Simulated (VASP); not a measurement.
# GaAs (I-4m2) in VASP: single point with HSE06

Aim: the single point of GaAs with HSE06.

Everything below comes from runs of VASP 6.6.1. Logs are shortened: lines on timing, memory, paths and dates and some standing lists are left out, and cuts for length are marked.

### 1 The structure

The structure is tetragonal, space group I-4m2 (No. 119). The conventional cell has a = 3.987 Å, b = 3.987 Å, c = 5.681 Å, α = 90.00°, β = 90.00°, γ = 90.00°. Ga (site symmetry -4m2) is surrounded by 4 As at 2.45 Å. As (site symmetry -4m2) is surrounded by 4 Ga at 2.45 Å.

The cell was built by a generator and isn't the measured one.

### 2 Single point, HSE06

POSCAR reads:

```
GaAs
1.0
    0.0000000000      2.8194337500      2.8406325000
    2.8194337500      0.0000000000      2.8406325000
    2.8194337500      2.8194337500      0.0000000000
Ga As
1 1
Direct
    0.0000000000      0.0000000000      0.0000000000
    0.2500000000      0.2500000000      0.2500000000
```

INCAR.step1 reads:

```
PREC = Accurate
ENCUT = 520
EDIFF = 1E-5
ISMEAR = 0
SIGMA = 0.02
LREAL = False
LASPH = True
NELM = 60
ALGO = Normal
ISIF = 2
LWAVE = True
NBANDS = 16
GGA = PE
```

INCAR.step2 reads:

```
PREC = Accurate
ENCUT = 520
EDIFF = 1E-7
ISMEAR = 0
SIGMA = 0.02
LREAL = False
LASPH = True
NELM = 60
ALGO = Normal
ISIF = 2
LWAVE = False
LCHARG = True
GGA = PE
LHFCALC = True
HFSCREEN = 0.2
PRECFOCK = Normal
LELF = True
LVHAR = True
NBANDS = 16
ISTART = 1
```

KPOINTS reads:

```
regular mesh
0
Gamma
  6 6 6
```

Potentials or basis: VASP PAW PBE potentials, release 64 (Ga_d, As).

The run is started by

```sh
$ cat potpaw_PBE.64/Ga_d/POTCAR potpaw_PBE.64/As/POTCAR > POTCAR
$ cp INCAR.step1 INCAR
$ mpirun -np 1 vasp_std > vasp.out
$ cp INCAR.step2 INCAR
$ mpirun -np 1 vasp_std > vasp.out
```

OUTCAR:

```text
PREC = Accurate
   ENCUT = 520
   EDIFF = 1E-7
   ISMEAR = 0
   LREAL = False
   LASPH = True
   NELM = 60
   ISIF = 2
   GGA = PE
   LHFCALC = True
   HFSCREEN = 0.2
   PRECFOCK = Normal
   ISTART = 1

 ion  position               nearest neighbor table
   1  0.000  0.000  0.000-   2 2.45   2 2.45   2 2.45   2 2.45
   2  0.250  0.250  0.250-   1 2.45   1 2.45   1 2.45   1 2.45

  LATTYP: Found a body centered tetragonal cell.
 ALAT       =     3.9872814475
 C/A-ratio  =     1.4248467471

  Lattice vectors:

 A1 = (  -2.8194337500,   0.0000000000,   2.8406325000)
 A2 = (   2.8194337500,   0.0000000000,   2.8406325000)
 A3 = (   0.0000000000,   2.8194337500,  -2.8406325000)

Analysis of symmetry for initial positions (statically):
=====================================================================
 Subroutine PRICEL returns:
 Original cell was already a primitive cell.

 Routine SETGRP: Setting up the symmetry group for a
 body centered tetragonal supercell.

 Subroutine GETGRP returns: Found  8 space group operations
 (whereof  8 operations were pure point group operations)
 out of a pool of 16 trial point group operations.

The static configuration has the point symmetry D_2d.

Analysis of symmetry for dynamics (positions and initial velocities):
=====================================================================
 Subroutine PRICEL returns:
 Original cell was already a primitive cell.

 Routine SETGRP: Setting up the symmetry group for a
 body centered tetragonal supercell.

 Subroutine GETGRP returns: Found  8 space group operations
 (whereof  8 operations were pure point group operations)
 out of a pool of 16 trial point group operations.

The dynamic configuration has the point symmetry D_2d.

 Subroutine INISYM returns: Found  8 space group operations
 (whereof  8 operations are pure point group operations),
 and found     1 'primitive' translations

----------------------------------------------------------------------------------------

                                     Primitive cell

  volume of cell :      45.1615

  direct lattice vectors                    reciprocal lattice vectors
     0.000000000  2.819433750  2.840632500    -0.177340574  0.177340574  0.176017137
     2.819433750  0.000000000  2.840632500     0.177340574 -0.177340574  0.176017137
     2.819433750  2.819433750  0.000000000     0.177340574  0.177340574 -0.176017137

  length of vectors
     4.002299298  4.002299298  3.987281447     0.306400703  0.306400703  0.306400703

  position of ions in fractional coordinates (direct lattice)
     0.000000000  0.000000000  0.000000000
     0.250000000  0.250000000  0.250000000

  ion indices of the primitive-cell ions
   primitive index   ion index
                 1           1
                 2           2

----------------------------------------------------------------------------------------

 KPOINTS: regular mesh

Automatic generation of k-mesh.
 Grid dimensions read from file:
 generate k-points for:    6    6    6

 Generating k-lattice:

  Cartesian coordinates                     Fractional coordinates (reciprocal lattice)
    -0.029556762  0.029556762  0.029336190     0.166666667  0.000000000  0.000000000
     0.029556762 -0.029556762  0.029336190     0.000000000  0.166666667  0.000000000
     0.029556762  0.029556762 -0.029336190     0.000000000  0.000000000  0.166666667

  Length of vectors
     0.051066784  0.051066784  0.051066784

  Shift w.r.t. Gamma in fractional coordinates (k-lattice)
     0.000000000  0.000000000  0.000000000

 Subroutine IBZKPT returns following result:
 ===========================================

 Found     30 irreducible k-points:

 Following reciprocal coordinates:
            Coordinates               Weight
  0.000000  0.000000  0.000000      1.000000
  0.166667  0.000000  0.000000      8.000000
  0.333333  0.000000  0.000000      8.000000
  0.500000  0.000000  0.000000      4.000000
  0.166667  0.166667  0.000000      2.000000
  0.333333  0.166667  0.000000      8.000000
[... 16 lines left out ...]
  0.333333  0.000000  0.333333      4.000000
  0.500000  0.000000  0.333333     16.000000
 [... further k-points ...]
   k-points           NKPTS =     30   k-points in BZ     NKDIM =    216   number of bands    NBANDS=     16
   number of dos      NEDOS =    301   number of ions     NIONS =      2
   total plane-waves  NPLWV =  27000
   dimension x,y,z NGX =    30 NGY =   30 NGZ =   30
   dimension x,y,z NGXF=    60 NGYF=   60 NGZF=   60
   ions per type =               1   1
   NGX,Y,Z   is equivalent  to a cutoff of  12.46, 12.46, 12.51 a.u.
   NGXF,Y,Z  is equivalent  to a cutoff of  24.92, 24.92, 25.02 a.u.
 SYSTEM =  unknown system
   PREC   = accura    normal or accurate (medium, high low for compatibility)
   ISTART =      1    job   : 0-new  1-cont  2-samecut
   ICHARG =      0    charge: 1-file 2-atom 10-const
   ISPIN  =      1    spin polarized calculation?
   LNONCOLLINEAR =      F non collinear calculations
   LSORBIT =      F    spin-orbit coupling
   LASPH  =      T    aspherical Exc in radial PAW
   ENCUT  =  520.0 eV  38.22 Ry    6.18 a.u.   7.44  7.44  7.41*2*pi/ulx,y,z
   NELM   =     60;   NELMIN=  2; NELMDL=  0     # of ELM steps
   EDIFF  = 0.1E-06   stopping-criterion for ELM
   LREAL  =      F    real-space projection
   EDIFFG = 0.1E-05   stopping-criterion for IOM
   NSW    =      0    number of steps for IOM
   IBRION =     -1    ionic relax: 0-MD 1-quasi-New 2-CG
   NFREE  =      0    steps in history (QN), initial steepest desc. (CG)
   ISIF   =      2    stress and relaxation
   ISYM   =      3    0-nonsym 1-usesym 2-fastsym
   POTIM  = 0.5000    time-step for ionic-motion
   TEBEG  =    0.0;   TEEND  =   0.0 temperature during run
   PSTRESS=    0.0 pullay stress
   NELECT =      18.0000    total number of electrons
   NUPDOWN=      -1.0000    fix difference up-down
   EMIN   =  10.00;   EMAX   =-10.00  energy-range for DOS
   EFERMI =   0.00;   METHOD = LEGACY
   ISMEAR =     0;   SIGMA  =   0.02  broadening in eV -4-tet -1-fermi 0-gaus
   EFERMI_NEDOS =   21; number of points for ismear=-14 and -15
   IALGO  =     38    algorithm
   IMIX   =      1    mixing-type and parameters
     AMIX     =   0.40;   BMIX     =  1.00
     AMIX_MAG =   1.60;   BMIX_MAG =  1.00
  volume/ion in A,a.u.               =      22.58       152.38
  Fermi-wavevector in a.u.,A,eV,Ry     =   1.204785  2.276713 19.748935  1.451506
  Thomas-Fermi vector in A             =   2.340500
   LORBIT       =      0    0 simple, 1 ext, 2 COOP (PROOUT), +10 PAW based schemes
   GGA     = PE    functional components
   LHFCALC =     T    Hartree Fock is set to
   PRECFOCK=normal    Normal, Fast or Accurate (Low or Medium for compatibility)
   ENCUT4O =  -1.0   cutoff for four orbital integrals eV
   NKREDX  =     1    reduce k-point grid by
   NKREDY  =     1    reduce k-point grid by
   NKREDZ  =     1    reduce k-point grid by
   AEXX    =    0.2500 exact exchange contribution
   HFSCREEN=    0.2000 screening length (either q_TF or 0.3 A-1)
   HFSCREENC=   0.2000 screening length for correlation (either q_TF or 0.3 A-1)
   ENCUTFOCK=  -1.0 apply spherical cutoff to Coloumb kernel
   IVDW    =     0    specifies the selected vdW correction
   LEPSILON=     F    determine dielectric tensor
   LRPA    =     F    only Hartree local field effects (RPA)
 non-spin polarized calculation
 Gauss-broadening in eV      SIGMA  =   0.02
  energy-cutoff  :      520.00
  volume of cell :       45.16
 maximum number of plane-waves:      1243
 NGX is ok and might be reduce to    30
  NGX = 24; NGY = 24; NGZ = 24

 number of electron      17.9999996 magnetization

 Free energy of the ion-electron system (eV)
  ---------------------------------------------------
  ext. energy  EPLUGINS =         0.00000000
  ---------------------------------------------------
  free energy    TOTEN  =        -9.87465612 eV

  energy without entropy =       -9.87465612  energy(sigma->0) =       -9.87465612

 E-fermi :   3.6553     XC(G=0):  -7.9552

 val. band max:        3.5184334405   @ k =   0.0000   0.0000   0.0000
 cond. band min:       4.9379061521   @ k =   0.0000   0.0000   0.0000
 fundamental gap:      1.4194727115
 Fermi energy:         3.6553117078

 k-point     1 :       0.0000    0.0000    0.0000
  band No.  band energies     occupation
      1     -13.8763      2.00000
      2     -13.8744      2.00000
      3     -13.8744      2.00000
      4     -13.7949      2.00000
      5     -13.7933      2.00000
      6     -10.4699      2.00000
[... 8 lines left out ...]
     15      14.5393      0.00000
     16      14.6935      0.00000

 k-point     2 :       0.1667    0.0000    0.0000
  band No.  band energies     occupation
      1     -13.8890      2.00000
      2     -13.8702      2.00000
      3     -13.8690      2.00000
      4     -13.7952      2.00000
      5     -13.7935      2.00000
      6     -10.1255      2.00000
[... 8 lines left out ...]
     15      13.5142      0.00000
     16      13.5190      0.00000

 k-point     3 :       0.3333    0.0000    0.0000
  band No.  band energies     occupation
      1     -13.9155      2.00000
      2     -13.8610      2.00000
      3     -13.8598      2.00000
      4     -13.7942      2.00000
      5     -13.7921      2.00000
      6      -9.2254      2.00000
[... 8 lines left out ...]
     15      14.1657      0.00000
     16      14.1830      0.00000

 k-point     4 :       0.5000    0.0000    0.0000
  band No.  band energies     occupation
      1     -13.9282      2.00000
      2     -13.8573      2.00000
      3     -13.8562      2.00000
      4     -13.7927      2.00000
      5     -13.7905      2.00000
      6      -8.5489      2.00000
[... 8 lines left out ...]
     15      16.5268      0.00000
     16      16.5995      0.00000
[... 324 lines left out ...]
 k-point    22 :      -0.3333    0.5000    0.1667
  band No.  band energies     occupation
      1     -13.9491      2.00000
      2     -13.8425      2.00000
      3     -13.8329      2.00000
      4     -13.8068      2.00000
      5     -13.7891      2.00000
      6      -7.6941      2.00000
[... 8 lines left out ...]
     15      16.9597      0.00000
     16      18.0234      0.00000

 k-point    23 :       0.3333    0.0000    0.3333
  band No.  band energies     occupation
      1     -13.9397      2.00000
      2     -13.8428      2.00000
      3     -13.8421      2.00000
      4     -13.8105      2.00000
      5     -13.7853      2.00000
      6      -8.7639      2.00000
[... 8 lines left out ...]
     15      16.4486      0.00000
     16      17.8749      0.00000

 k-point    24 :       0.5000    0.0000    0.3333
  band No.  band energies     occupation
      1     -13.9485      2.00000
      2     -13.8397      2.00000
      3     -13.8368      2.00000
      4     -13.8106      2.00000
      5     -13.7854      2.00000
      6      -8.0027      2.00000
[... 8 lines left out ...]
     15      16.9356      0.00000
     16      17.7293      0.00000

 [... further k-points ...]
[... 5 lines left out ...]
  --------------------------------------------------------------------------------------
  -------------------------------------------------------------------------------------
  Total        0.3277875      0.3277875      0.1811679      0.0000000      0.0000000      0.0000000
  in kB       11.6287798     11.6287798      6.4272178      0.0000000      0.0000000      0.0000000
  external PRESSURE =       9.8949258 kB  Pullay stress =       0.0000000 kB

 VOLUME and BASIS-vectors are now :
 -----------------------------------------------------------------------------
  energy-cutoff  :      520.00
  volume of cell :       45.16
      direct lattice vectors                 reciprocal lattice vectors
     0.000000000  2.819433750  2.840632500    -0.177340574  0.177340574  0.176017137
     2.819433750  0.000000000  2.840632500     0.177340574 -0.177340574  0.176017137
     2.819433750  2.819433750  0.000000000     0.177340574  0.177340574 -0.176017137

 POSITION                                       TOTAL-FORCE (eV/Angst)
 -----------------------------------------------------------------------------------
      0.00000      0.00000      0.00000        -0.000000     -0.000000     -0.000000
      1.40972      1.40972      1.42032         0.000000      0.000000      0.000000
 -----------------------------------------------------------------------------------
    total drift:                                0.000002      0.000000     -0.000002

  FREE ENERGIE OF THE ION-ELECTRON SYSTEM (eV)
  ---------------------------------------------------
  free  energy   TOTEN  =        -9.8746561152 eV

  energy  without entropy=       -9.8746561152  energy(sigma->0) =       -9.87465612
```

It took 60 min on 1 thread of Intel Xeon Platinum 8488C (Sapphire Rapids), shared host; peak memory 0.3 GiB.

What came out:

```yaml
Free_energy: -9.8747 eV
Pressure: 1.0 GPa
Band_gap_on_the_k_mesh: 1.42 eV, direct
```

Caveat: the PAW data sets were made with another functional, which shifts forces and pressure a little. A k mesh can miss the band edges.
